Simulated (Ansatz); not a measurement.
AlN:

```
CELL_PARAMETERS angstrom
0.00000 2.03452 2.03452
2.03452 0.00000 2.03452
2.03452 2.03452 0.00000
ATOMIC_POSITIONS crystal
Al 0.50000 0.50000 0.50000
N 0.00000 0.00000 0.00000
```

Measurements of this composition are mostly on another form, of space group No. 186.

| Quantity | Value |
| --- | --- |
| Program | Ansatz 0.2.0 |
| Task | relaxation of cell and atoms |
| Functional | PBE |
| Dispersion | D3(BJ) |
| Potentials or basis | Ansatz PAW |
| Cutoff | 420 eV (not typed: the program's choice for these potentials) |
| k mesh | 11 × 11 × 11 |
| Occupations | fermi-dirac, width 0.05 eV |
| Spin | no spin polarisation |

At the start: volume 8.42 Å³/atom.

Where does the relaxation end?

It ends after 7 steps and the volume is 8.21 Å³/atom (-2.5 %); space group Fm-3m (No. 225, to 0.05 Å).

The path:
| step | energy change (eV) | largest force (eV/Å) | volume (Å³) |
| --- | --- | --- | --- |
| 1 | 0.0000 | 0.0000 | 16.84 |
| 2 | -0.0066 | 0.0000 | 16.65 |
| 3 | -0.0096 | 0.0000 | 16.43 |
| 4 | -0.0096 | 0.0000 | 16.44 |
| 5 | -0.0083 | 0.0000 | 16.44 |
| 6 | -0.0083 | 0.0000 | 16.43 |
| 7 | -0.0083 | 0.0000 | 16.43 |

Final structure:
```cif
data_structure
_symmetry_space_group_name_H-M 'P 1'
_symmetry_Int_Tables_number 1
_cell_length_a 2.8534
_cell_length_b 2.8534
_cell_length_c 2.8534
_cell_angle_alpha 60.000
_cell_angle_beta 60.000
_cell_angle_gamma 60.000
_cell_volume 16.43
loop_
_atom_site_label
_atom_site_type_symbol
_atom_site_fract_x
_atom_site_fract_y
_atom_site_fract_z
_atom_site_occupancy
Al1 Al 0.50000 0.50000 0.50000 1
N1 N 0.00000 0.00000 0.00000 1
```

Caveat: the plane-wave basis is chosen anew once the cell has moved, so the energies of steps on either side of that aren't comparable; the pressure holds a Pulay correction of +0.6 GPa for the finite cutoff.
